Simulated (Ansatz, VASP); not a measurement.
# H in VASP and in Ansatz

Contents of INCAR:

```
SYSTEM = H
  PREC = Accurate
  ENCUT = 520
  EDIFF = 1E-6
  ISMEAR = -1
  SIGMA = 0.02
  LREAL = Auto
  LASPH = .True.
  NELM = 100
  ALGO = Fast
  ISIF = 2
  LWAVE = .False.
  LCHARG = .False.
  GGA = PE
  IVDW = 12
  IBRION = 2
  NSW = 35
  EDIFFG = -0.3
```

KPOINTS

```
regular mesh
0
Gamma
  1 1 1
  0 0 0
```

File POSCAR:

```
H
1.0
    6.7824230000      0.0000000000      0.0000000000
    0.0000000000      6.7824230000      0.0000000000
    0.0000000000      0.0000000000      6.7824230000
H
16
Direct
    0.3629340000      0.7559930000      0.3810124000
    0.3760368000      0.6912746000      0.2946825000
    0.3072023000      0.4289229000      0.5213303000
    0.2441968000      0.3541126000      0.4739304000
    0.9649893000      0.1063660000      0.1004144000
    1.0068430000      0.1015376000      0.0002247000
    0.0918427000      0.0175554000      0.6942895000
    0.0289882000      0.0756111000      0.6272681000
    0.3720734000      0.3290115000      0.8961962000
    0.3753024000      0.3200516000      0.7879266000
    0.3739287000      0.0915044000      0.4502911000
    0.4710669000      0.1298634000      0.4201951000
    0.9793776000      0.5646569000      0.1006163000
    0.9945391000      0.5735054000     -0.0066444000
    0.8092096000      0.7263431000      0.2092355000
    0.7707761000      0.7099999000      0.1088921000
```

Input for Ansatz:

```yaml
accuracy: low
crystal:
  lattice:
    - [6.782423, 0.0, 0.0]
    - [0.0, 6.782423, 0.0]
    - [0.0, 0.0, 6.782423]
  atoms:
    - { symbol: H, position: [0.362934, 0.755993, 0.3810124] }
    - { symbol: H, position: [0.3760368, 0.6912746, 0.2946825] }
    - { symbol: H, position: [0.3072023, 0.4289229, 0.5213303] }
    - { symbol: H, position: [0.2441968, 0.3541126, 0.4739304] }
    - { symbol: H, position: [0.9649893, 0.106366, 0.1004144] }
    - { symbol: H, position: [1.006843, 0.1015376, 0.0002247] }
    - { symbol: H, position: [0.0918427, 0.0175554, 0.6942895] }
    - { symbol: H, position: [0.0289882, 0.0756111, 0.6272681] }
    - { symbol: H, position: [0.3720734, 0.3290115, 0.8961962] }
    - { symbol: H, position: [0.3753024, 0.3200516, 0.7879266] }
    - { symbol: H, position: [0.3739287, 0.0915044, 0.4502911] }
    - { symbol: H, position: [0.4710669, 0.1298634, 0.4201951] }
    - { symbol: H, position: [0.9793776, 0.5646569, 0.1006163] }
    - { symbol: H, position: [0.9945391, 0.5735054, -0.0066444] }
    - { symbol: H, position: [0.8092096, 0.7263431, 0.2092355] }
    - { symbol: H, position: [0.7707761, 0.7099999, 0.1088921] }
basis:
  ecutwfc: 420.0
kpoints:
  mp_grid: { grid: [1, 1, 1] }
hamiltonian:
  xc: pbe
  dispersion: d3bj
scf:
  occupations: { method: fermi_dirac, width: 0.02 }
  lower_state_search: "off"
relax:
  f_tol: 0.3
  max_steps: 15
  adjacent_minimum: "off"
output:
  write_density: true
  write_potential: true
  elf: true
  volumetric_format: npy
```

Alike in both runs: task relaxation of the atoms; functional PBE; dispersion D3(BJ); k mesh 1 × 1 × 1; occupations fermi-dirac, width 0.02 eV; no spin polarisation.

|  | VASP | Ansatz |
| --- | --- | --- |
| version | VASP 6.6.1 | Ansatz 0.2.0 |
| potentials or method | VASP PAW PBE potentials, release 64 (H) | scalar-relativistic, plane waves, PAW |
| plane-wave cutoff (eV) | 520 | 420 |
| valence electrons in the cell | 16 | 16 |

Ansatz gave:

* gap on the k mesh at the Fermi level, each at its own relaxed structure (eV): 8.81
* energy change over the relaxation (meV/atom): -24

Task: What did VASP give for the same quantities?

Result: gap on the k mesh at the Fermi level, each at its own relaxed structure (eV): 8.68; energy change over the relaxation (meV/atom): -21.

Ansatz warned: «xc_potential_rough_in_thin_density».

 As with any semilocal functional, this PBE gap is likely too small.
